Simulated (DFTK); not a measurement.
# InP under changes of volume

One of the cells (24.663 Å³/atom); the others are scaled copies at fixed shape and fractional positions:

```
In P
1.0
     0.00000    2.91083    2.91083
     2.91083    0.00000    2.91083
     2.91083    2.91083    0.00000
In P
1 1
Cartesian
  0.0000 0.0000 0.0000
  4.3662 4.3662 4.3662
```

| Item | Value |
| --- | --- |
| Program | DFTK 0.8.2 |
| Functional | PBEsol |
| Potentials or basis | dojo.nc.sr.pbesol.v0_4_1.standard.upf (PBEsol) |
| Cutoff | 952 eV |
| k mesh | 8 × 8 × 8 |
| Occupations | fermi-dirac, width 0.05 eV |
| Spin | no spin polarisation |

| volume (Å³/atom) | energy over the lowest point (meV/atom) | pressure (GPa) | gap on the mesh (eV) |
| --- | --- | --- | --- |
| 23.657 | 28.96 | 5.7 | 0.95 |
| 24.160 | 14.05 | 3.8 | 0.83 |
| 24.663 | 4.62 | 2.2 | 0.72 |
| 25.167 | ? | ? | ? |
| 25.670 | 0.00 | -0.6 | 0.51 |

Problem. What does the run at 25.167 Å³/atom give?

Solution. Energy over the lowest point 0.11 meV/atom; pressure 0.7 GPa; gap on the mesh 0.61 eV.

Worked out: A Birch-Murnaghan fit of order 2 (a polynomial in V^(-2/3)) to the other rows has its minimum at 25.42 Å³/atom with B0 = V·E''(V) = 68 GPa. It gives 0.07 meV/atom at 25.167 Å³/atom, against the run's 0.11, and -dE/dV = 0.7 GPa, against 0.7. A straight line through the other rows of the gap, of slope -5.37 eV per unit of ln V (its deformation potential), gives 0.61 eV, against the run's 0.61.

Energies are extrapolated to zero smearing.

Caveats: spin-orbit coupling is left out, which moves the levels of the heavy elements.
